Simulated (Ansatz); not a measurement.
## BaF2 (Frankdicksonite) in Ansatz: convergence with k mesh

The system is BaF2 (Frankdicksonite).

```
Ba F
1.0
     0.00000    3.10005    3.10005
     3.10005    0.00000    3.10005
     3.10005    3.10005    0.00000
Ba F
1 2
Cartesian
  0.0000 0.0000 0.0000
  4.6501 4.6501 4.6501
  1.5500 1.5500 1.5500
```

| Property | Result |
| --- | --- |
| Program | Ansatz 0.2.0 |
| Task | convergence study |
| Functional | r2SCAN |
| Potentials or basis | Ansatz PAW |
| Cutoff | 500 eV (not typed: the program's choice for these potentials) |
| k mesh | 2 × 2 × 2 |
| Occupations | gaussian, width 0.1 eV |
| Spin | no spin polarisation |

These are the settings of the first run; the series varies k mesh, with any setting tied to it.

Hardware: 2 threads of Arm Neoverse V2, on a shared host.

```csv
k mesh,"energy less the tightest run, at zero smearing (meV/atom)",pressure (GPa),gap on the mesh (eV),SCF cycles,CPU time (s),peak memory (GiB)
2 × 2 × 2,15.31,0.27,7.485,6,1.6,0.41
3 × 3 × 3,0.14,-0.16,7.479,6,1.7,0.41
4 × 4 × 4,0.00,-0.16,7.402,6,2.1,0.41
6 × 6 × 6,0.00,-0.16,7.425,6,2.9,0.43
7 × 7 × 7,0.01,-0.16,7.423,6,3.4,0.44
8 × 8 × 8,0.01,-0.16,7.402,6,4.4,0.46
10 × 10 × 10,0.00,-0.16,7.408,6,6.5,0.48
12 × 12 × 12,0.00,-0.16,7.402,6,9.3,0.5
```

Against the tightest run, the energy stays within 1 meV/atom from 3 × 3 × 3 on; the pressure stays within 0.1 GPa from 3 × 3 × 3 on; the gap on the mesh stays within 0.01 eV from 8 × 8 × 8 on. Meshes of other sizes hit other points, so gaps and Fermi surfaces needn't settle smoothly. The tightest run that finished is the yardstick and may itself not be fully converged.

Caveat, for the tightest run too: spin-orbit coupling is left out, which moves the levels of the heavy elements; the PAW data sets come from PBE, with cores solved anew for the run's functional, which leaves a small shift of forces and pressure.
